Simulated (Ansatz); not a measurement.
Level of theory: Ansatz 0.2.0, DFT PBE, scalar-relativistic, plane waves, PAW. All cells share a 420 eV cutoff and Γ-centred k meshes spaced at most about 0.3 Å⁻¹ (about 0.25 or finer for metals, 2π included). Spin is collinear in cells that carry moments; the others ran without spin or lost their moments.

These are static total energies at zero pressure.

Question: Order these relaxed structures of Sr₃Ti₂O₃ by energy, lowest first, with the energy over the lowest of them.
A.
(no moments)
```
Sr Ti O
1.0
     6.63541    0.00000    0.00000
    -3.31771    5.74644    0.00000
     0.00000    0.00000    5.24169
Sr Ti O
3 2 3
Direct
  0.34228 0.00000 0.50000
  0.65772 0.65772 0.50000
  0.00000 0.34228 0.50000
  0.33333 0.66667 0.00000
  0.66667 0.33333 0.00000
  0.44945 0.00000 0.00000
  0.55055 0.55055 0.00000
  0.00000 0.44945 0.00000
```

B.
(parallel moments up to 0.5 μB)
```
Sr Ti O
1.0
     6.67581    0.00000    0.00000
    -3.33791    5.78142    0.00000
     0.00000    0.00000    5.19069
Sr Ti O
3 2 3
Direct
  0.34241 0.00000 0.50000
  0.65759 0.65759 0.50000
  0.00000 0.34241 0.50000
  0.33333 0.66667 0.00000
  0.66667 0.33333 0.00000
  0.45270 0.00000 0.00000
  0.54730 0.54730 0.00000
  0.00000 0.45270 0.00000
```

C.
(parallel moments up to 0.6 μB)
```
Sr Ti O
1.0
     6.86018    0.00000    0.00000
    -3.43009    5.94109    0.00000
     0.00000    0.00000    5.35642
Sr Ti O
3 2 3
Direct
  0.50000 0.00000 0.50000
  0.00000 0.50000 0.50000
  0.50000 0.50000 0.50000
  0.33333 0.66667 0.00000
  0.66667 0.33333 0.00000
  0.50000 0.00000 0.00000
  0.00000 0.50000 0.00000
  0.50000 0.50000 0.00000
```

Answer: B (0 meV/atom), A (24 meV/atom), C (193 meV/atom). Forms: B P-62m; A P-62m; C P6/mmm. Counting O atoms around Sr and Ti (those within 1.25 times the shortest such distance or 1.15 times the sum of covalent radii): B has Sr 2, Ti 3; A has Sr 2, Ti 3; C has Sr 2, Ti 3. All come from invented guesses.

For metals, differences of a few meV/atom aren't resolved. Another magnetic order may lie lower. Cells relaxed within their symmetry can be saddle points. Some candidate types were left out of the draw beforehand, so a known form may be missing.
